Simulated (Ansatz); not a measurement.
# VN: starts and ends of a spin-polarised SCF

How much does the result for VN depend on the starting moments? The same cell is run from several starts. VN is taken in the measured crystal structure (space group Fm-3m, primitive cell doubled), 4 atoms in the cell. Source: COD entry 1557477; the sample's temperature and pressure aren't taken into account.

Method: DFT PBE, PAW, plane waves, scalar-relativistic, in Ansatz 0.2.0.

**1. The starting structure**

Symmetry: Fm-3m, No. 225, cubic system. Conventional cell: a = 4.133 Å, b = 4.133 Å, c = 4.133 Å, α = 90.00°, β = 90.00°, γ = 90.00°. V (site symmetry m-3m) has 6 N at 2.07 Å as nearest neighbours. N (site symmetry m-3m) has 6 V at 2.07 Å as nearest neighbours.

As a file:

```xyz
4
Lattice="0.0000 2.0664 2.0664 4.1328 0.0000 4.1328 2.0664 2.0664 0.0000" Properties=species:S:1:pos:R:3 pbc="T T T"
V     2.0664    2.0664    2.0664
V     4.1328    2.0664    4.1328
N     0.0000    0.0000    0.0000
N     2.0664    0.0000    2.0664
```

In tables a label like N4 counts atoms in the order of input.yaml; a structure file may count by element.

First come: parallel moments, plain SCF; opposed moments +-, plain SCF; no spin polarisation; spin on, no moments given (the program may seed its own), plain SCF. What is tried next depends on their ends.

A plain SCF has the search for lower states switched off and ends at the first converged state. 

Site moments are integrals over atomic spheres and don't add up to the total.

**2. Parallel moments, plain SCF**

Input file input.yaml:

```yaml
crystal:
  lattice:
    - [0.0, 2.0664, 2.0664]
    - [4.1328, 0.0, 4.1328]
    - [2.0664, 2.0664, 0.0]
  atoms:
    - { symbol: V, position: [0.5, 0.25, 0.5], spin: 2.0 }
    - { symbol: V, position: [0.5, 0.75, 0.5], spin: 2.0 }
    - { symbol: "N", position: [0.0, 0.0, 0.0] }
    - { symbol: "N", position: [0.0, 0.5, 0.0] }
magnetization:
  spin_polarized: true
hamiltonian:
  xc: pbe
  pseudopotentials: { kind: paw }
basis:
  ecutwfc: 420
kpoints:
  mp_grid: { grid: [10, 5, 10] }
scf:
  occupations: { method: fermi_dirac, width: 0.1 }
  lower_state_search: "off"
output:
  forces: true
  stress: true
```

Started as:

```bash
ansatz run input.yaml --threads 2 --pin off --max-ram 5120MiB --backend cpu --events-out ev --progress --plain --runs-dir out
```

The log of the run:

```text
Engine: ansatz 0.2.0, aarch64-unknown-linux-gnu
Pseudopotentials: kind: paw
Pseudopotential: V, paw, valence charge 13, recommended cutoff 420 eV (normal), V.paw.azcp
Pseudopotential: N, paw, valence charge 5, recommended cutoff 420 eV (normal), N.paw.azcp
Functional definition: PBE
  parameter kappa = 0.804
  parameter beta = 0.06672455060314922
  exchange = pbe_x(kappa = kappa, mu = beta*pi^2/3)
  correlation = pbe_c(beta = beta)
Crystal: 4 atoms, lattice volume = 35.294 Å³
Basis set: ecut = 420 eV, 675 PW (Γ), exchange–correlation on 40×80×40 points (8 copies of the dense FFT grid, shifted against one another)
Bands: 24, of which v1, the nominal top of the filled ones, is band 18 counted from 1 (17 counted from 0)
Symmetry: 24 space group operations
Space group: Fm-3m (ITA 225), of the structure as read, at distance tolerance 3.3e-5 Å
Magnetic group: BNS 225.116 (UNI 1618), of the structure as read, at distance tolerance 3.3e-5 Å
k-points: 58 of 500
Non-local potential: V, projectors of the file, l = 0: 3, l = 1: 2, l = 2: 3, l = 3: 1
Non-local potential: N, projectors of the file, l = 0: 2, l = 1: 2, l = 2: 1
PAW form: soft (Blöchl's): semilocal exchange-correlation on the pseudo side does not see the compensation charge
PAW one-centre angular grid: V, 590 points (default); XC on 64 Gauss nodes
PAW one-centre angular grid: N, 110 points (default); XC on 64 Gauss nodes
Initial density: superposition of atomic densities (chi_scale 0.1, normalization cell, long waves kept (reshape's long-wave potential 0.00 eV rms))
Starting moments: Σ|m| = 4 μB on 2 of 4 sites
Initial wavefunctions: pseudopotential atomic-orbital guess
Functional: x = pbe(κ = 0.804, μ = 0.2195149727645171), c = pbe(β = 0.06672455060314922)
SCF iter   1: F=—  HF=-6596.284273 eV  |F-HF|=—  |Δ(HF+E_count)|=         —  Δρ=8.76e-2 (↑8.76e-2 ↓6.71e-2)  dr2=1.62e0  dr2_m=1.63e0  M=2.149 μB ∫|m|=2.325 μB  β_m=0.30  ethr=3.10e-3  ⟨swp⟩=4.4  Hψ=20572  notcnv=0
automatic band count: the SCF goes on with 28 bands, as 24 were too few: the levels above may hold too much charge
preconditioner: auto → Kerker (q_TF=auto, 2.737 Å⁻¹)  [metal: Δε(μ)=0.025 eV  Ē_g=10.783 eV  σ=0.100 eV  W_gap=0.06  n_scr=16 (ndim 8)  ℏωp=28.0 eV  f_vac=0.000  D(μ)=3.78/eV (n_scr^D=48)]
spin=Collinear: Kerker preconditioning applied to the charge; magnetization (m = ρ↑ − ρ↓) channel mixes plain (no charge-response kernel on spin).
SCF iter   2: F=—  HF=-6596.301255 eV  |F-HF|=—  |Δ(HF+E_count)|=   1.70e-2  Δρ=5.46e-2 (↑5.38e-2 ↓5.46e-2)  dr2=2.58e-1  dr2_m=8.69e-1  M=2.060 μB ∫|m|=2.262 μB  β_m=0.30  ethr=3.10e-3  ⟨swp⟩=2.0  Hψ=4993  notcnv=0  defer=69
SCF iter   3: F=—  HF=-6596.423244 eV  |F-HF|=—  |Δ(HF+E_count)|=   1.22e-1  Δρ=4.47e-2 (↑3.88e-2 ↓4.47e-2)  dr2=7.06e-2  dr2_m=5.31e-1  M=1.943 μB ∫|m|=2.142 μB  β_m=0.30  ethr=7.17e-4  ⟨swp⟩=2.2  Hψ=4151  notcnv=0  defer=70
SCF iter   4: F=—  HF=-6596.513582 eV  |F-HF|=—  |Δ(HF+E_count)|=   9.03e-2  Δρ=3.56e-2 (↑3.56e-2 ↓3.34e-2)  dr2=2.74e-3  dr2_m=3.84e-1  M=1.787 μB ∫|m|=1.974 μB  β_m=0.30  ethr=1.96e-4  ⟨swp⟩=3.0  Hψ=5823  notcnv=0  defer=70
SCF iter   5: F=—  HF=-6596.565753 eV  |F-HF|=—  |Δ(HF+E_count)|=   5.22e-2  Δρ=3.01e-2 (↑3.01e-2 ↓2.81e-2)  dr2=1.51e-3  dr2_m=2.73e-1  M=1.657 μB ∫|m|=1.834 μB  β_m=0.30  ethr=7.61e-6  ⟨swp⟩=2.0  Hψ=5690  notcnv=0  defer=70
SCF iter   6: F=—  HF=-6596.602135 eV  |F-HF|=—  |Δ(HF+E_count)|=   3.64e-2  Δρ=2.52e-2 (↑2.38e-2 ↓2.52e-2)  dr2=6.75e-4  dr2_m=1.94e-1  M=1.543 μB ∫|m|=1.712 μB  β_m=0.30  ethr=4.20e-6  ⟨swp⟩=2.0  Hψ=6171  notcnv=0  defer=64
SCF iter   7: F=—  HF=-6596.628185 eV  |F-HF|=—  |Δ(HF+E_count)|=   2.60e-2  Δρ=2.25e-2 (↑2.25e-2 ↓2.15e-2)  dr2=4.32e-4  dr2_m=1.56e-1  M=1.415 μB ∫|m|=1.576 μB  β_m=0.30  ethr=1.87e-6  ⟨swp⟩=2.1  Hψ=4919  notcnv=0  defer=56
SCF iter   8: F=—  HF=-6596.649246 eV  |F-HF|=—  |Δ(HF+E_count)|=   2.11e-2  Δρ=2.02e-2 (↑2.02e-2 ↓1.92e-2)  dr2=4.36e-4  dr2_m=1.26e-1  M=1.299 μB ∫|m|=1.452 μB  β_m=0.30  ethr=1.20e-6  ⟨swp⟩=2.4  Hψ=5418  notcnv=0  defer=56
SCF iter   9: F=—  HF=-6596.666753 eV  |F-HF|=—  |Δ(HF+E_count)|=   1.75e-2  Δρ=1.87e-2 (↑1.87e-2 ↓1.72e-2)  dr2=9.37e-4  dr2_m=1.05e-1  M=1.187 μB ∫|m|=1.333 μB  β_m=0.30  ethr=1.20e-6  ⟨swp⟩=2.9  Hψ=6075  notcnv=0  defer=52
SCF iter  10: F=—  HF=-6596.681550 eV  |F-HF|=—  |Δ(HF+E_count)|=   1.48e-2  Δρ=1.71e-2 (↑1.71e-2 ↓1.58e-2)  dr2=7.01e-4  dr2_m=8.73e-2  M=1.083 μB ∫|m|=1.223 μB  β_m=0.30  ethr=1.20e-6  ⟨swp⟩=1.9  Hψ=4578  notcnv=0  defer=52
Mixer restart at iter 10: flushing history
spin-set hold released at iteration 10 (site moments contracting): the magnetisation degrees of freedom join the quasi-Newton model from the next iteration; the mixer history was flushed
SCF iter  11: F=—  HF=-6596.694305 eV  |F-HF|=—  |Δ(HF+E_count)|=   1.28e-2  Δρ=1.55e-2 (↑1.55e-2 ↓1.46e-2)  dr2=3.36e-4  dr2_m=7.34e-2  M=0.987 μB ∫|m|=1.121 μB  β_m=0.20  ethr=1.20e-6  ⟨swp⟩=2.0  Hψ=4354  notcnv=0  defer=52
SCF iter  12: F=—  HF=-6596.731696 eV  |F-HF|=—  |Δ(HF+E_count)|=   3.74e-2  Δρ=1.15e-2 (↑1.15e-2 ↓1.01e-2)  dr2=8.59e-4  dr2_m=3.76e-2  M=0.665 μB ∫|m|=0.770 μB  β_m=0.40  ethr=9.34e-7  ⟨swp⟩=2.7  Hψ=5872  notcnv=0  defer=47
SCF iter  13: F=—  HF=-6596.767691 eV  |F-HF|=—  |Δ(HF+E_count)|=   3.60e-2  Δρ=2.44e-3 (↑1.12e-3 ↓2.44e-3)  dr2=2.04e-3  dr2_m=6.77e-4  M=0.099 μB ∫|m|=0.129 μB  β_m=0.51  ethr=9.34e-7  ⟨swp⟩=2.9  Hψ=6783  notcnv=0  defer=34
SCF iter  14: F=—  HF=-6596.768485 eV  |F-HF|=—  |Δ(HF+E_count)|=   7.94e-4  Δρ=1.46e-3 (↑1.46e-3 ↓1.07e-3)  dr2=4.53e-4  dr2_m=4.19e-4  M=0.005 μB ∫|m|=0.018 μB  β_m=0.76  ethr=9.34e-7  ⟨swp⟩=2.0  Hψ=5729  notcnv=0  defer=32
SCF iter  15: F=—  HF=-6596.768644 eV  |F-HF|=—  |Δ(HF+E_count)|=   1.59e-4  Δρ=5.80e-4 (↑5.80e-4 ↓3.32e-4)  dr2=2.74e-5  dr2_m=6.27e-5  M=0.031 μB ∫|m|=0.038 μB  β_m=0.81  ethr=9.34e-7  ⟨swp⟩=2.1  Hψ=5045  notcnv=0  defer=35
SCF iter  16: F=—  HF=-6596.768703 eV  |F-HF|=—  |Δ(HF+E_count)|=   5.86e-5  Δρ=1.89e-4 (↑1.89e-4 ↓1.37e-4)  dr2=1.47e-6  dr2_m=8.48e-6  M=0.011 μB ∫|m|=0.014 μB  β_m=0.85  ethr=7.62e-8  ⟨swp⟩=2.0  Hψ=5200  notcnv=0  defer=35
SCF iter  17: F=—  HF=-6596.768714 eV  |F-HF|=—  |Δ(HF+E_count)|=   1.08e-5  Δρ=2.37e-5 (↑2.37e-5 ↓1.92e-5)  dr2=2.25e-8  dr2_m=1.45e-7  M=0.001 μB ∫|m|=0.002 μB  β_m=0.91  ethr=2.78e-10  ⟨swp⟩=2.7  Hψ=11534  notcnv=0
iter 18 did not close the SCF: its close was put off for a magnetic moment that had not settled (scf_convergence_deferred on its scf_iter line)
SCF iter  18: F=-6596.768714 eV  HF=-6596.768714 eV  |F-HF|=3.74e-9  |Δ(HF+E_count)|=   1.68e-7  Δρ=4.58e-6 (↑4.58e-6 ↓3.55e-6)  dr2=9.00e-9  dr2_m=3.15e-9  M=-0.000 μB ∫|m|=0.000 μB  β_m=0.96  ethr=6.25e-11  ⟨swp⟩=3.9  Hψ=8350  notcnv=0
iter 19 did not close the SCF: its close was put off for a magnetic moment that had not settled (scf_convergence_deferred on its scf_iter line)
SCF iter  19: F=-6596.768714 eV  HF=-6596.768714 eV  |F-HF|=4.43e-10  |Δ(HF+E_count)|=   2.68e-9  Δρ=1.07e-6 (↑9.36e-7 ↓1.07e-6)  dr2=7.15e-10  dr2_m=1.55e-10  M=-0.000 μB ∫|m|=0.000 μB  β_m=0.98  ethr=2.50e-11  ⟨swp⟩=1.0  Hψ=9383  notcnv=0
SCF iter  20: F=-6596.768714 eV  HF=-6596.768714 eV  |F-HF|=3.55e-11  |Δ(HF+E_count)|=  1.30e-10  Δρ=3.08e-7 (↑1.47e-7 ↓3.08e-7)  dr2=4.46e-11  dr2_m=7.74e-12  M=-0.000 μB ∫|m|=0.000 μB  ethr=1.99e-12  ⟨swp⟩=1.0  Hψ=7505  notcnv=0
WARN: the starting moments were not kept: the SCF closed with an absolute magnetisation of 1.1e-5 μB, where they sum to 4 μB in size (2 sites). That is at most 0.1 of that sum. Measured as dr2_m measures the in/out step, that magnetisation stands 5.6e-11 eV from none, at or under the dr2_threshold of 1.0e-7 eV: it is no larger than a step whose dr2_m would equal this threshold. The system may hold no moment; this SCF shows only that its start led to no more than that. To try another start: raise the starting moments (crystal.atoms[].spin, magnetization.per_species, magnetization.initial_magnetization, or on a non-collinear deck that types none of these the spinor_matrix: blocks that start its atoms; where the total moment is fixed, keep their sum and leave initial_magnetization as it is; typed ones take the place of any that the run laid by itself, positive ones on a crystal's lanthanoids without a Hubbard term where scf.initial_density.shell_occupations: [] is typed) or, if the notice of its spin-set hold's release reads "site moments contracting" or "site moments show no strong build", lengthen the hold (scf.mixing.spin_hold: { on: { confirm: 4 } }; for m-r²SCAN on two components see the key's manual first). Each may lead to a state that holds a moment. A second SCF, from the converged charge density, with the starting moments and any scf.initial_density.shell_occupations laid on it anew, would have followed, and was not run: the deck does not ask for one (magnetization.retry_lost_moments is false, the default). To let it run, set magnetization.retry_lost_moments: true and run the deck again, where that key's refused combinations let it; where memory then withholds it, that run's warning says so.
SCF 1 converged in 20 iterations: F = -6596.768714 eV  dr2 = 4.46e-11
SCF converged after 20 iterations
Magnetization: -0.0000 μB (18.0000 up, 18.0000 down)
Absolute magnetization: 0.0000 μB (∫|ρ↑−ρ↓|, with the PAW one-centre terms)
Spin contamination: 0.0000 ħ² per cell (⟨S²⟩ above its minimum at these occupations)
Per-site moments (μB) at R_I (Å): [(-4.6507784108803966e-6, 0.85239), (-4.6507784108803966e-6, 0.85239), (1.8399360625849026e-7, 0.85239), (1.8399360625849026e-7, 0.85239)]
Free energy (F): -6596.768714 eV
Harris-Foulkes:  -6596.768714 eV  (|F-HF|=3.55e-11)
Internal energy: -6596.666851 eV  (E = F + TS)
E sigma→0 (E₀):  -6596.717782 eV
Entropy (-TS):   -0.101862 eV (-25.466 meV/atom)
Fermi energy:    18.284499 eV
--- Per-component energies (eV) ---
  E_band       = -211.919213
  E_kinetic    = 938.055320
  E_local      = -1925.385956  (includes V_loc(G=0)·N_el)
  E_nonlocal   = -3.104113
  E_hartree    = 848.166772
  E_xc         = -383.111256
  E_vxc        = -486.485995  (∫ρ·V_xc dr)
  E_paw        = -2478.594475  (= ΣΔE_a)
  E_vpaw       = -431.332960  (= ΣTr[D̂ρ^β])
  E_aug_tail   = 0.000694  (compensation charges beyond the density's cutoff)
  E_ewald      = -3592.693838
  E_smearing   = -0.101862  (= −TS)
  E_closure    = 0.000000  (closes the sum)
  Σ components = -6596.768714   (vs F -6596.768714, Δ=0.00e0)
--- Forces (eV/Å), atoms counted from 1 ---
  atom   1  V      0.00000000    -0.00000000     0.00000000
  atom   2  V      0.00000000    -0.00000000     0.00000000
  atom   3  N      0.00000000    -0.00000000    -0.00000000
  atom   4  N      0.00000000    -0.00000000     0.00000000
  max |Σ_I F_I| component: 7.50e-28 eV/Å
--- Stress (GPa, compression-positive) ---
       -3.419146      -0.000000       0.000000
       -0.000000      -3.419146      -0.000000
        0.000000      -0.000000      -3.419146
  P = ⅓ Tr σ = -3.4191 GPa (-34.191 kbar)
```

Wall time 5.3 s (2 threads of Arm Neoverse V2, shared host); peak memory 0.36 GiB.

End: non-magnetic, no gap on the k-mesh.

**3. Opposed moments +-, plain SCF**

Edit input.yaml of step 2 so:

```diff
@@ -7,3 +7,3 @@
     - { symbol: V, position: [0.5, 0.25, 0.5], spin: 2.0 }
-    - { symbol: V, position: [0.5, 0.75, 0.5], spin: 2.0 }
+    - { symbol: V, position: [0.5, 0.75, 0.5], spin: -2.0 }
     - { symbol: "N", position: [0.0, 0.0, 0.0] }
@@ -25 +25,5 @@
   stress: true
+  write_density: true
+  write_potential: true
+  elf: true
+  volumetric_format: npy
```

Started as:

```bash
ansatz run input.yaml --threads 2 --pin off --max-ram 5120MiB --backend cpu --events-out ev --progress --plain --runs-dir out
```

The log of the run:

```text
[... 12 lines as in an earlier run ...]
Symmetry: 12 space group operations
Space group: R-3m (ITA 166), of the structure as read, at distance tolerance 3.3e-5 Å
Magnetic group: BNS 166.102 (UNI 1332), of the structure as read, at distance tolerance 3.3e-5 Å
[... 7 lines as in an earlier run ...]
Starting moments: Σ|m| = 4 μB on 2 of 4 sites
Starting magnetic order: antiferromagnet; a translation exchanges its spin sublattices: spin-degenerate at every k-point
[... 2 lines as in an earlier run ...]
spin-down is spin-up translated by (0, 0.5, 0): one eigenproblem is solved per k-point and the antiferromagnetic symmetry of the starting moments is kept exactly by this SCF (crystal.symmetry.spin_inversion_symmetry: false solves both channels; [...]
SCF iter   1: F=—  HF=-6596.421478 eV  |F-HF|=—  |Δ(HF+E_count)|=         —  Δρ=7.44e-2 (↑7.44e-2 ↓7.44e-2)  dr2=1.81e0  dr2_m=1.41e0  M=0.000 μB ∫|m|=2.455 μB  β_m=0.30  ethr=3.10e-3  ⟨swp⟩=3.7  Hψ=4896  notcnv=0
preconditioner: auto → Kerker (q_TF=auto, 2.737 Å⁻¹)  [metal: Δε(μ)=0.003 eV  Ē_g=8.702 eV  σ=0.100 eV  W_gap=0.01  n_scr=16 (ndim 8)  ℏωp=28.0 eV  f_vac=0.000  D(μ)=3.29/eV (n_scr^D=36)]
[... 1 line as in an earlier run ...]
SCF iter   2: F=—  HF=-6596.397325 eV  |F-HF|=—  |Δ(HF+E_count)|=   2.42e-2  Δρ=5.07e-2 (↑5.07e-2 ↓5.07e-2)  dr2=2.83e-1  dr2_m=7.42e-1  M=0.000 μB ∫|m|=2.401 μB  β_m=0.30  ethr=3.10e-3  ⟨swp⟩=2.0  Hψ=2079  notcnv=0
SCF iter   3: F=—  HF=-6596.509889 eV  |F-HF|=—  |Δ(HF+E_count)|=   1.13e-1  Δρ=3.87e-2 (↑3.87e-2 ↓3.87e-2)  dr2=7.35e-2  dr2_m=4.47e-1  M=0.000 μB ∫|m|=2.304 μB  β_m=0.30  ethr=7.87e-4  ⟨swp⟩=2.0  Hψ=2101  notcnv=0
SCF iter   4: F=—  HF=-6596.594179 eV  |F-HF|=—  |Δ(HF+E_count)|=   8.43e-2  Δρ=3.10e-2 (↑3.10e-2 ↓3.10e-2)  dr2=3.13e-3  dr2_m=3.10e-1  M=0.000 μB ∫|m|=2.175 μB  β_m=0.30  ethr=2.04e-4  ⟨swp⟩=2.6  Hψ=2697  notcnv=0
SCF iter   5: F=—  HF=-6596.638709 eV  |F-HF|=—  |Δ(HF+E_count)|=   4.45e-2  Δρ=2.51e-2 (↑2.51e-2 ↓2.51e-2)  dr2=1.32e-3  dr2_m=2.03e-1  M=0.000 μB ∫|m|=2.083 μB  β_m=0.30  ethr=8.68e-6  ⟨swp⟩=2.0  Hψ=2696  notcnv=0
SCF iter   6: F=—  HF=-6596.666341 eV  |F-HF|=—  |Δ(HF+E_count)|=   2.76e-2  Δρ=2.02e-2 (↑2.02e-2 ↓2.02e-2)  dr2=1.07e-4  dr2_m=1.33e-1  M=0.000 μB ∫|m|=2.006 μB  β_m=0.30  ethr=3.68e-6  ⟨swp⟩=2.0  Hψ=2734  notcnv=0
SCF iter   7: F=—  HF=-6596.683987 eV  |F-HF|=—  |Δ(HF+E_count)|=   1.76e-2  Δρ=1.72e-2 (↑1.72e-2 ↓1.72e-2)  dr2=2.13e-4  dr2_m=9.52e-2  M=0.000 μB ∫|m|=1.923 μB  β_m=0.30  ethr=2.98e-7  ⟨swp⟩=2.8  Hψ=2694  notcnv=0
SCF iter   8: F=—  HF=-6596.696163 eV  |F-HF|=—  |Δ(HF+E_count)|=   1.22e-2  Δρ=1.46e-2 (↑1.46e-2 ↓1.46e-2)  dr2=6.93e-5  dr2_m=6.86e-2  M=0.000 μB ∫|m|=1.851 μB  β_m=0.30  ethr=2.98e-7  ⟨swp⟩=2.4  Hψ=2691  notcnv=0
SCF iter   9: F=—  HF=-6596.704977 eV  |F-HF|=—  |Δ(HF+E_count)|=   8.81e-3  Δρ=1.26e-2 (↑1.26e-2 ↓1.26e-2)  dr2=1.44e-4  dr2_m=5.16e-2  M=0.000 μB ∫|m|=1.781 μB  β_m=0.30  ethr=1.93e-7  ⟨swp⟩=2.3  Hψ=2661  notcnv=0
Mixer restart at iter 9: flushing history
spin-set hold released at iteration 9 (site moments contracting): the magnetisation degrees of freedom join the quasi-Newton model from the next iteration; the mixer history was flushed
SCF iter  10: F=—  HF=-6596.711696 eV  |F-HF|=—  |Δ(HF+E_count)|=   6.72e-3  Δρ=1.11e-2 (↑1.11e-2 ↓1.11e-2)  dr2=1.26e-4  dr2_m=3.98e-2  M=0.000 μB ∫|m|=1.717 μB  β_m=0.31  ethr=1.93e-7  ⟨swp⟩=2.2  Hψ=2565  notcnv=0
SCF iter  11: F=—  HF=-6596.730144 eV  |F-HF|=—  |Δ(HF+E_count)|=   1.84e-2  Δρ=7.12e-3 (↑7.12e-3 ↓7.12e-3)  dr2=1.99e-4  dr2_m=1.64e-2  M=0.000 μB ∫|m|=1.468 μB  β_m=0.53  ethr=1.93e-7  ⟨swp⟩=2.9  Hψ=3204  notcnv=0
SCF iter  12: F=—  HF=-6596.747619 eV  |F-HF|=—  |Δ(HF+E_count)|=   1.75e-2  Δρ=3.65e-3 (↑3.65e-3 ↓3.65e-3)  dr2=2.92e-3  dr2_m=3.61e-3  M=0.000 μB ∫|m|=1.103 μB  β_m=0.71  ethr=1.93e-7  ⟨swp⟩=3.1  Hψ=3385  notcnv=0
SCF iter  13: F=—  HF=-6596.754039 eV  |F-HF|=—  |Δ(HF+E_count)|=   6.42e-3  Δρ=2.70e-3 (↑2.70e-3 ↓2.70e-3)  dr2=2.56e-4  dr2_m=2.29e-3  M=0.000 μB ∫|m|=0.902 μB  β_m=0.18  ethr=1.93e-7  ⟨swp⟩=2.8  Hψ=3008  notcnv=0
[... 9 lines left out ...]
SCF iter  21: F=-6596.768714 eV  HF=-6596.768714 eV  |F-HF|=8.97e-9  |Δ(HF+E_count)|=   4.09e-9  Δρ=3.64e-6 (↑3.64e-6 ↓3.64e-6)  dr2=1.07e-8  dr2_m=6.31e-10  M=0.000 μB ∫|m|=0.000 μB  β_m=0.96  ethr=2.18e-11  ⟨swp⟩=5.0  Hψ=6844  notcnv=0
iter 22 did not close the SCF: its close was put off for a magnetic moment that had not settled (scf_convergence_deferred on its scf_iter line)
SCF iter  22: F=-6596.768714 eV  HF=-6596.768714 eV  |F-HF|=4.91e-10  |Δ(HF+E_count)|=   1.85e-9  Δρ=1.43e-6 (↑1.43e-6 ↓1.43e-6)  dr2=9.02e-10  dr2_m=3.12e-10  M=0.000 μB ∫|m|=0.000 μB  β_m=0.98  ethr=2.18e-11  ⟨swp⟩=4.4  Hψ=6209  notcnv=0
SCF iter  23: F=-6596.768714 eV  HF=-6596.768714 eV  |F-HF|=4.27e-11  |Δ(HF+E_count)|=  7.31e-10  Δρ=2.12e-7 (↑2.12e-7 ↓2.12e-7)  dr2=5.16e-11  dr2_m=1.20e-12  M=0.000 μB ∫|m|=0.000 μB  ethr=2.50e-12  ⟨swp⟩=4.4  Hψ=6208  notcnv=0
WARN: the starting moments were not kept: the SCF closed with an absolute magnetisation of 1.9e-6 μB, where they sum to 4 μB in size (2 sites). That is at most 0.1 of that sum. Measured as dr2_m measures the in/out step, that magnetisation stands 1.7e-12 eV from none, at or under the dr2_threshold of 1.0e-7 eV: it is no larger than a step whose dr2_m would equal this threshold. The system may hold no moment; this SCF shows only that its start led to no more than that. To try another start: raise the starting moments (crystal.atoms[].spin, magnetization.per_species, magnetization.initial_magnetization, or on a non-collinear deck that types none of these the spinor_matrix: blocks that start its atoms; where the total moment is fixed, keep their sum and leave initial_magnetization as it is; typed ones take the place of any that the run laid by itself, positive ones on a crystal's lanthanoids without a Hubbard term where scf.initial_density.shell_occupations: [] is typed) or, if the notice of its spin-set hold's release reads "site moments contracting" or "site moments show no strong build", lengthen the hold (scf.mixing.spin_hold: { on: { confirm: 4 } }; for m-r²SCAN on two components see the key's manual first). Each may lead to a state that holds a moment. A second SCF, from the converged charge density, with the starting moments and any scf.initial_density.shell_occupations laid on it anew, would have followed, and was not run: the deck does not ask for one (magnetization.retry_lost_moments is false, the default). To let it run, set magnetization.retry_lost_moments: true and run the deck again, where that key's refused combinations let it; where memory then withholds it, that run's warning says so.
SCF 1 converged in 23 iterations: F = -6596.768714 eV  dr2 = 5.16e-11
SCF converged after 23 iterations
Magnetization: 0.0000 μB (18.0000 up, 18.0000 down)
Absolute magnetization: 0.0000 μB (∫|ρ↑−ρ↓|, with the PAW one-centre terms)
Spin contamination: 0.0000 ħ² per cell (⟨S²⟩ above its minimum at these occupations)
Per-site moments (μB) at R_I (Å): [(-3.542694015055253e-7, 0.85239), (3.542694015055253e-7, 0.85239), (-5.4462870279714715e-17, 0.85239), (5.446287076282027e-17, 0.85239)]
Free energy (F): -6596.768714 eV
Harris-Foulkes:  -6596.768714 eV  (|F-HF|=4.27e-11)
Internal energy: -6596.666851 eV  (E = F + TS)
E sigma→0 (E₀):  -6596.717783 eV
Entropy (-TS):   -0.101862 eV (-25.466 meV/atom)
Fermi energy:    18.284501 eV
[... 31 lines left out: energy terms, forces, stress, bands ...]
```

Wall time 3.8 s (2 threads of Arm Neoverse V2, shared host); peak memory 0.36 GiB.

This is the state of step 2 again (non-magnetic), after 23 iterations.

[end of part 1 of 2]
